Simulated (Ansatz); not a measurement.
**LiCl: from a migration barrier to a jump rate**

These are results of Ansatz, DFT PBEsol, scalar-relativistic, plane waves, PAW, not measurements. Settings: plane waves to 420 eV, k-mesh 4×4×4 (Γ-centred), Gaussian smearing 0.05 eV. No spin polarisation.

In a supercell of 16 sites an atom of Li jumps into a neighbouring Li vacancy, a = 3.58 Å from site to site in the perfect crystal, with a cell charge of -1 (uniform background, no finite-size correction). The half-way point, relaxed in its symmetry, lies 0.648 eV above the relaxed vacancy. Take it as the barrier; the order of the saddle wasn't checked, and the cell is small.

Question: With an assumed attempt frequency of 10¹³ s⁻¹, how often does the jump happen, and how fast does the vacancy diffuse?

Answer: Transition-state theory gives Γ = ν exp(−E/k_BT), and one such jump direction contributes Γa²/6 to the vacancy's diffusion coefficient averaged over directions:

```
T (K) E/k_BT      Γ (1/s)  Γa²/6 (cm²/s)
  300    25.1   1.3 × 10^2   2.8 × 10^-14
  600    12.5   3.6 × 10^7    7.7 × 10^-9
 1000     7.5   5.4 × 10^9    1.2 × 10^-6
 1500     5.0  6.7 × 10^10    1.4 × 10^-5
```

The rate reaches one jump a second at T = E/(k_B ln 10¹³) = 251 K. The number of equivalent jumps multiplies D if they link up through the crystal; a hop between two sites alone gives no long-range diffusion, which then waits on a higher barrier. In either case the atoms' own diffusion carries the vacancy concentration and a correlation factor besides. Rows above the melting point are formal, and so are rows where E/k_BT falls under about 3, since the theory needs rare jumps.

Question: How much does an error of 0.1 eV in the barrier matter?

Answer: It multiplies the rate by exp(0.1 eV/k_BT): 48 at 300 K and 3.2 at 1000 K, more than the usual doubt about ν at low temperature.

Cost: 2 runs of about 3.9 core-minutes in all, on Arm Neoverse N1 (shared hosts).